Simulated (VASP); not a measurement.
# GaN (P6_3mc) in VASP: further runs

The runs below take GaN through single point, with PBE.

Program: VASP 6.6.1. These are calculated values, not measurements. Logs are shortened: lines on timing, memory, paths and dates and some standing lists are left out, and cuts for length are marked.

## Step 1: The structure

It takes space group P6_3mc (No. 186, hexagonal). Conventional cell: a = 3.180 Å, b = 3.180 Å, c = 5.166 Å, α = 90.00°, β = 90.00°, γ = 120.00°. Ga (site symmetry 3m) has 4 N at 1.94 to 1.95 Å as nearest neighbours. Around N (site symmetry 3m) lie 4 Ga at 1.94 to 1.95 Å.

## Step 2: Single point, PBE

INCAR

```
PREC = Accurate
ENCUT = 550
EDIFF = 1E-7
ISMEAR = 0
SIGMA = 0.05
LREAL = F
LASPH = T
NELM = 100
ALGO = Normal
ISIF = 2
LWAVE = F
LCHARG = F
GGA = PE
ADDGRID = F
```

KPOINTS

```
Automatic mesh
0
Gamma
  2 2 1
```

POSCAR

```
GaN
1.0
    3.1800000000      0.0000000000      0.0000000000
   -1.5900000000      2.7539607840      0.0000000000
    0.0000000000      0.0000000000      5.1660000000
Ga N
2 2
Direct
    0.6521390000      0.3316270000      0.5245870000
    0.3764220000      0.6884330000      0.0161300000
    0.6603830000      0.3218970000      0.8783140000
    0.3311160000      0.6688000000      0.3826530000
```

Potentials or basis: VASP PAW PBE potentials, release 64 (Ga, N).

Launch:

```sh
$ cat potpaw_PBE.64/Ga/POTCAR potpaw_PBE.64/N/POTCAR > POTCAR
$ mpirun -np 1 vasp_std > vasp.out
```

OUTCAR:

```text
PREC = Accurate
   ENCUT = 550
   EDIFF = 1E-7
   ISMEAR = 0
   LREAL = F
   LASPH = T
   NELM = 100
   ISIF = 2
   GGA = PE

 Found      4 irreducible k-points:

 Following reciprocal coordinates:
            Coordinates               Weight
  0.000000  0.000000  0.000000      1.000000
  0.500000  0.000000  0.000000      1.000000
  0.000000  0.500000  0.000000      1.000000
  0.500000  0.500000  0.000000      1.000000
   k-points           NKPTS =      4   k-points in BZ     NKDIM =      4   number of bands    NBANDS=     12
   number of dos      NEDOS =    301   number of ions     NIONS =      4
   total plane-waves  NPLWV =  23040
   dimension x,y,z NGX =    24 NGY =   24 NGZ =   40
   dimension x,y,z NGXF=    48 NGYF=   48 NGZF=   80
   ions per type =               2   2
   NGX,Y,Z   is equivalent  to a cutoff of  12.55, 12.55, 12.87 a.u.
   NGXF,Y,Z  is equivalent  to a cutoff of  25.09, 25.09, 25.74 a.u.
 SYSTEM =  unknown system
   PREC   = accura    normal or accurate (medium, high low for compatibility)
   ISTART =      0    job   : 0-new  1-cont  2-samecut
   ICHARG =      2    charge: 1-file 2-atom 10-const
   ISPIN  =      1    spin polarized calculation?
   LNONCOLLINEAR =      F non collinear calculations
   LSORBIT =      F    spin-orbit coupling
   LASPH  =      T    aspherical Exc in radial PAW
   ENCUT  =  550.0 eV  40.42 Ry    6.36 a.u.   6.08  6.08  9.88*2*pi/ulx,y,z
   NELM   =    100;   NELMIN=  2; NELMDL= -5     # of ELM steps
   EDIFF  = 0.1E-06   stopping-criterion for ELM
   LREAL  =      F    real-space projection
   EDIFFG = 0.1E-05   stopping-criterion for IOM
   NSW    =      0    number of steps for IOM
   IBRION =     -1    ionic relax: 0-MD 1-quasi-New 2-CG
   NFREE  =      0    steps in history (QN), initial steepest desc. (CG)
   ISIF   =      2    stress and relaxation
   ISYM   =      2    0-nonsym 1-usesym 2-fastsym
   POTIM  = 0.5000    time-step for ionic-motion
   TEBEG  =    0.0;   TEEND  =   0.0 temperature during run
   PSTRESS=    0.0 pullay stress
   NELECT =      16.0000    total number of electrons
   NUPDOWN=      -1.0000    fix difference up-down
   EMIN   =  10.00;   EMAX   =-10.00  energy-range for DOS
   EFERMI =   0.00;   METHOD = LEGACY
   ISMEAR =     0;   SIGMA  =   0.05  broadening in eV -4-tet -1-fermi 0-gaus
   EFERMI_NEDOS =   21; number of points for ismear=-14 and -15
   IALGO  =     38    algorithm
   IMIX   =      4    mixing-type and parameters
     AMIX     =   0.40;   BMIX     =  1.00
     AMIX_MAG =   1.60;   BMIX_MAG =  1.00
  volume/ion in A,a.u.               =      11.31        76.33
  Fermi-wavevector in a.u.,A,eV,Ry     =   1.157715  2.187764 18.235949  1.340304
  Thomas-Fermi vector in A             =   2.294324
   LORBIT       =      0    0 simple, 1 ext, 2 COOP (PROOUT), +10 PAW based schemes
   GGA     = PE    functional components
   LHFCALC =     F    Hartree Fock is set to
   AEXX    =    0.0000 exact exchange contribution
   IVDW    =     0    specifies the selected vdW correction
   LEPSILON=     F    determine dielectric tensor
   LRPA    =     F    only Hartree local field effects (RPA)
 non-spin polarized calculation
 Gauss-broadening in eV      SIGMA  =   0.05
  energy-cutoff  :      550.00
  volume of cell :       45.24
 maximum number of plane-waves:      1316
   NGX = 13   NGY = 13   NGZ = 19

 number of electron      16.0000001 magnetization

 Free energy of the ion-electron system (eV)
  ---------------------------------------------------
  ext. energy  EPLUGINS =         0.00000000
  ---------------------------------------------------
  free energy    TOTEN  =       -22.70860540 eV

  energy without entropy =      -22.70860540  energy(sigma->0) =      -22.70860540

 E-fermi :   3.7548     XC(G=0): -10.8538

 val. band max:        3.5169746871   @ k =   0.0000   0.0000   0.0000
 cond. band min:       5.2482844220   @ k =   0.0000   0.0000   0.0000
 fundamental gap:      1.7313097349
 Fermi energy:         3.7548475878

 k-point     1 :       0.0000    0.0000    0.0000
  band No.  band energies     occupation
      1     -12.7757      2.00000
      2     -10.2370      2.00000
      3      -4.1348      2.00000
      4       1.9396      2.00000
      5       2.5053      2.00000
      6       3.0283      2.00000
      7       3.3477      2.00000
      8       3.5170      2.00000
      9       5.2483      0.00000
     10       7.6958      0.00000
     11      12.4579      0.00000
     12      12.9145      0.00000

 k-point     2 :       0.5000    0.0000    0.0000
  band No.  band energies     occupation
      1     -10.6197      2.00000
      2      -9.5186      2.00000
      3      -3.0582      2.00000
      4      -1.6041      2.00000
      5      -1.3803      2.00000
      6       0.4451      2.00000
      7       0.9559      2.00000
      8       2.4690      2.00000
      9       8.1239      0.00000
     10       8.7361      0.00000
     11       9.1666      0.00000
     12      12.0837      0.00000

 k-point     3 :       0.0000    0.5000    0.0000
  band No.  band energies     occupation
      1     -10.4382      2.00000
      2      -9.6249      2.00000
      3      -3.2480      2.00000
      4      -2.0613      2.00000
      5      -1.1198      2.00000
      6       0.5178      2.00000
      7       0.7090      2.00000
      8       2.5958      2.00000
      9       8.3419      0.00000
     10       8.9508      0.00000
     11       9.3880      0.00000
     12      11.9932      0.00000

 k-point     4 :       0.5000    0.5000    0.0000
  band No.  band energies     occupation
      1     -10.4990      2.00000
      2      -9.5539      2.00000
      3      -3.3267      2.00000
      4      -1.9352      2.00000
      5      -1.1991      2.00000
      6       0.5718      2.00000
      7       0.7569      2.00000
      8       2.5991      2.00000
      9       8.3414      0.00000
     10       8.8547      0.00000
     11       9.1823      0.00000
     12      11.9476      0.00000

------------------------ aborting loop because EDIFF is reached ----------------------------------------

  FORCE on cell =-STRESS in cart. coord.  units (eV):
  Direction    XX          YY          ZZ          XY          YZ          ZX
  --------------------------------------------------------------------------------------
  -------------------------------------------------------------------------------------
  Total        3.7356253      5.5960759      3.7210228     -1.0366945     -0.7116480     -0.2851228
  in kB      132.2923163    198.1777570    131.7751870    -36.7131877    -25.2020904    -10.0972549
  external PRESSURE =     154.0817534 kB  Pullay stress =       0.0000000 kB

 VOLUME and BASIS-vectors are now :
 -----------------------------------------------------------------------------
  energy-cutoff  :      550.00
  volume of cell :       45.24
      direct lattice vectors                 reciprocal lattice vectors
     3.180000000  0.000000000  0.000000000     0.314465409  0.181556688  0.000000000
    -1.590000000  2.753960784  0.000000000     0.000000000  0.363113377  0.000000000
     0.000000000  0.000000000  5.166000000     0.000000000  0.000000000  0.193573364

 POSITION                                       TOTAL-FORCE (eV/Angst)
 -----------------------------------------------------------------------------------
      1.54652      0.91329      2.71002         0.471509      0.149198     -2.543595
      0.10241      1.89592      0.08333        -1.073821     -1.215012     -0.266616
      1.58820      0.88649      4.53737         0.927467      1.184809      1.902417
     -0.01044      1.84185      1.97679        -0.325155     -0.118994      0.907794
 -----------------------------------------------------------------------------------
    total drift:                                0.000151     -0.000081     -0.000734

  FREE ENERGIE OF THE ION-ELECTRON SYSTEM (eV)
  ---------------------------------------------------
  free  energy   TOTEN  =       -22.7086053971 eV

  energy  without entropy=      -22.7086053971  energy(sigma->0) =      -22.70860540
```

Wall time 4.3 s (1 thread of Intel Xeon 6975P-C (Granite Rapids), shared host); peak memory 0.15 GiB.

The run converged, but some of its settings lie outside the range that counts as converged, so its numbers aren't taken as properties of the crystal.

Results:

```
Free energy            : -22.7086 eV
Pressure               : 15.4 GPa
Largest force          : 2.591 eV/Å
Band gap on the k mesh : 1.73 eV, direct
```

Caveat: the k mesh is coarse (spacing up to 1.22 Å⁻¹), so the values aren't converged.

## Step 3: Single point, PBE

INCAR, as its differences from that of step 2:

```diff
@@ -1,3 +1,3 @@
 PREC = Accurate
-ENCUT = 550
+ENCUT = 700
 EDIFF = 1E-7
```

KPOINTS is that of step 2.

POSCAR

```
GaN
1.0
    3.1800000000      0.0000000000      0.0000000000
   -1.5900000000      2.7539607840      0.0000000000
    0.0000000000      0.0000000000      5.1660000000
Ga N
2 2
Direct
    0.6666666667      0.3333333333      0.5000000000
    0.3333333333      0.6666666667      0.0000000000
    0.6666666667      0.3333333333      0.8750000000
    0.3333333333      0.6666666667      0.3750000000
```

Potentials or basis: VASP PAW PBE potentials, release 64 (Ga, N).

Launch:

```sh
$ cat potpaw_PBE.64/Ga/POTCAR potpaw_PBE.64/N/POTCAR > POTCAR
$ mpirun -np 1 vasp_std > vasp.out
```

Wall time 5.2 s (1 thread of Intel Xeon 6975P-C (Granite Rapids), shared host); peak memory 0.18 GiB.

The run converged, but some of its settings lie outside the range that counts as converged, so its numbers aren't taken as properties of the crystal.

Results:

```
Free energy            : -22.9990 eV
Pressure               : 12.4 GPa
Largest force          : 0.175 eV/Å
Band gap on the k mesh : 1.95 eV, direct
```

Caveat: the k mesh is coarse (spacing up to 1.22 Å⁻¹), so the values aren't converged.

## Step 4: Single point, PBE

INCAR is that of step 3.

KPOINTS is that of step 3.

POSCAR

```
GaN
1.0
    3.1800000000      0.0000000000      0.0000000000
   -1.5900000000      2.7539607840      0.0000000000
    0.0000000000      0.0000000000      5.1660000000
Ga N
2 2
Direct
    0.6521390000      0.3316270000      0.5245870000
    0.3764220000      0.6884330000      0.0161300000
    0.6603830000      0.3218970000      0.8783140000
    0.3311160000      0.6688000000      0.3826530000
```

Launch:

```sh
$ cat potpaw_PBE.64/Ga/POTCAR potpaw_PBE.64/N/POTCAR > POTCAR
$ mpirun -np 1 vasp_std > vasp.out
```

Wall time 6 s (1 thread of Intel Xeon 6975P-C (Granite Rapids), shared host); peak memory 0.18 GiB.

These settings aren't checked as converged: the numbers below hold their error.

What came out:

| Item | Value |
| --- | --- |
| Free energy | -22.7178 eV |
| Pressure | 15.3 GPa |
| Largest force | 2.593 eV/Å |
| Band gap on the k mesh | 1.73 eV, direct |

Caveat: the k mesh is coarse (spacing up to 1.22 Å⁻¹), so the values aren't converged.
